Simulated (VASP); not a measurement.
A run of VASP 6.6.1 is set up as follows.

File INCAR:

```
SYSTEM = ZnSe
PREC     = Accurate       ! precision mode
ENCUT    = 300            ! plane-wave cutoff, eV
EDIFF    = 1E-7           ! SCF threshold, eV
ISMEAR   = 0              ! smearing method
SIGMA    = 0.03           ! smearing width, eV
LREAL    = .FALSE.        ! projectors in reciprocal space
LASPH    = .TRUE.         ! aspherical terms in the spheres
NELM     = 80             ! most SCF steps
ALGO     = Normal         ! electronic algorithm
ISIF     = 2              ! what is computed and relaxed
LWAVE    = .FALSE.        ! write WAVECAR
LCHARG   = .FALSE.        ! write CHGCAR
GGA      = PE             ! functional
IBRION   = 2              ! ionic algorithm
NSW      = 40             ! ionic steps
EDIFFG   = -0.01          ! ionic threshold
```

The input KPOINTS:

```
Automatic mesh
0
G
  4 4 4
  0 0 0
```

The input POSCAR:

```
ZnSe                                    
1.0
    0.0000000000      2.8740246231      2.8740246231
    2.8740246231      0.0000000000      2.8740246231
    2.8740246231      2.8740246231     -0.0000000000
  Zn              Se            
     1     1
Direct
     1.0000000000000000    1.0000000000000000    1.0000000000000000
     0.2500000000000000    0.2500000000000000    0.2500000000000000
```

Potentials or basis: VASP PAW PBE potentials, release 64 (Zn, Se).

Run with:

```bash
$ cat potpaw_PBE.64/Zn/POTCAR potpaw_PBE.64/Se/POTCAR > POTCAR
$ mpirun -np 1 vasp_std > vasp.out
```

(1) What does it give for the band gap on the k mesh?

Answers

(1) 1.10 eV, direct.

Caveat: the k mesh is coarse (spacing up to 0.47 Å⁻¹), so the values aren't converged; the relaxation stopped at its first step, so nothing moved.
